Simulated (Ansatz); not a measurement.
# Al2Ru: the cost of one run

Method: DFT PBE, scalar-relativistic, plane waves, PAW, in Ansatz 0.2.0.

**1. The structure to begin with**

Symmetry: Pmmm, No. 47, orthorhombic system. Conventional cell: a = 2.250 Å, b = 3.730 Å, c = 6.540 Å, α = 90.00°, β = 90.00°, γ = 90.00°. Around Al (site symmetry mmm) lie 2 Al at 1.86 Å. Ru (site symmetry mmm) has 2 Ru at 2.25 Å as nearest neighbours.

Coordinates:

```cif
data_structure
_symmetry_space_group_name_H-M 'P 1'
_symmetry_Int_Tables_number 1
_cell_length_a 2.2504
_cell_length_b 3.7299
_cell_length_c 6.5400
_cell_angle_alpha 90.000
_cell_angle_beta 90.000
_cell_angle_gamma 90.000
_cell_volume 54.89
loop_
_atom_site_label
_atom_site_type_symbol
_atom_site_fract_x
_atom_site_fract_y
_atom_site_fract_z
_atom_site_occupancy
Al1 Al 0.00000 0.50000 0.50000 1
Al2 Al 0.00000 0.00000 0.50000 1
Ru1 Ru 0.00000 0.00000 0.00000 1
```

Recipe of the guess: random cell by space group and Wyckoff sites (Pmmm, No. 47). The dimensions are guesses.

**2. The guess as it stands, on a coarse mesh**

Contents of input.yaml:

```yaml
crystal:
  lattice:
    - [2.25038159, 0.0, 0.0]
    - [0.0, 3.72989871, 0.0]
    - [0.0, 0.0, 6.53996716]
  atoms:
    - { symbol: Al, position: [0.0, 0.5, 0.5] }
    - { symbol: Al, position: [0.0, 0.0, 0.5] }
    - { symbol: Ru, position: [0.0, 0.0, 0.0] }
basis:
  ecutwfc: 420
kpoints:
  mp_grid: { grid: [8, 6, 4] }
hamiltonian:
  xc: pbe
scf:
  occupations: { method: gaussian, width: 0.1 }
  lower_state_search: "off"
output:
  forces: true
  stress: true
  eigenvalues: true
```

Started as:

```sh
> ansatz run input.yaml --threads 1 --pin off --max-ram 2560MiB --backend cpu --events-out ev --progress --plain --runs-dir out
```

Q: Estimate wall time and peak memory on 1 thread of Intel Xeon Platinum 8259CL at 2.50GHz (Skylake/Cascade Lake), shared host.

About 2.6 s, with a peak of 0.4 GiB.
